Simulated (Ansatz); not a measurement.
Runs of Ansatz 0.2.0 on PbO2. It takes space group Fm-3m (No. 225, cubic). The conventional cell has a = 5.404 Å, b = 5.404 Å, c = 5.404 Å, α = 90.00°, β = 90.00°, γ = 90.00°. Pb (site symmetry m-3m) has 8 O at 2.34 Å as nearest neighbours. O (site symmetry -43m) has 4 Pb at 2.34 Å as nearest neighbours. The cell comes from a database or a generator and needn't be the stable form of this composition.

| task | level | cell | k mesh | smearing | atoms under strain | gap on the mesh (eV) | pressure (GPa) | relaxed volume (Å³/atom) |
| --- | --- | --- | --- | --- | --- | --- | --- | --- |
| single point | PBE | as given | 9 × 9 × 9 | gaussian 0.028 eV | - | none | 0.4 | - |
| relaxation of cell and atoms | PBEsol+D4 | relaxed | 9 × 9 × 9 | fermi-dirac 0.05 eV | - | none | 0.0 | 12.47 |
| relaxation of cell and atoms | PBE+D3(BJ) | relaxed | 9 × 9 × 9 | fermi-dirac 0.05 eV | - | none | 0.0 | (b) |
| relaxation of cell and atoms | RPBE+D3(BJ) | relaxed | 9 × 9 × 9 | fermi-dirac 0.05 eV | - | none | 0.0 | (a) |
| single point | PBE | as given | 9 × 9 × 9 | gaussian 0.016 eV | - | none | 0.4 | - |
| single point | PBE | as given | 9 × 9 × 9 | gaussian 0.022 eV | - | none | 0.4 | - |
| single point | PBE | as given | 9 × 9 × 9 | gaussian 0.024 eV | - | none | 0.4 | - |
| single point | PBE | as given | 9 × 9 × 9 | gaussian 0.019 eV | - | none | 0.4 | - |
| elastic constants | LDA | as given | 7 × 7 × 7 | fermi-dirac 0.05 eV | relaxed | none | -10.1 | - |
| single point | PBE | as given | 9 × 9 × 9 | gaussian 0.021 eV | - | none | 0.4 | - |
| relaxation of cell and atoms | PBE+D4 | relaxed | 9 × 9 × 9 | fermi-dirac 0.05 eV | - | none | 0.0 | 12.90 |
| phonons | PBE | as given | 7 × 7 × 7 | fermi-dirac 0.05 eV | - | none | - | - |

Alike in all rows: potentials or basis Ansatz PAW; no spin polarisation; cutoff (eV) 420.

Q: Estimate the missing entries.

A: (a) 11.95; (b) 12.92.

Caveats: the plane-wave basis is chosen anew once the cell has moved, so the energies of steps on either side of that aren't comparable (some runs); pairwise dispersion overbinds metals, which lowers pressure and volume (some runs); the PAW data sets come from PBE, with cores solved anew for the run's functional, which leaves a small shift of forces and pressure (some runs); the cell is more than 3 GPa from zero pressure, which shifts response properties (some runs); the elastic tensor has a negative eigenvalue, so either the cell is unstable as it stands or the mesh is too thin (some runs).

A k mesh can miss the band edges, and the runs leave out spin-orbit coupling on Pb.

A gap of «none» marks a metal or a gap under the smearing width.
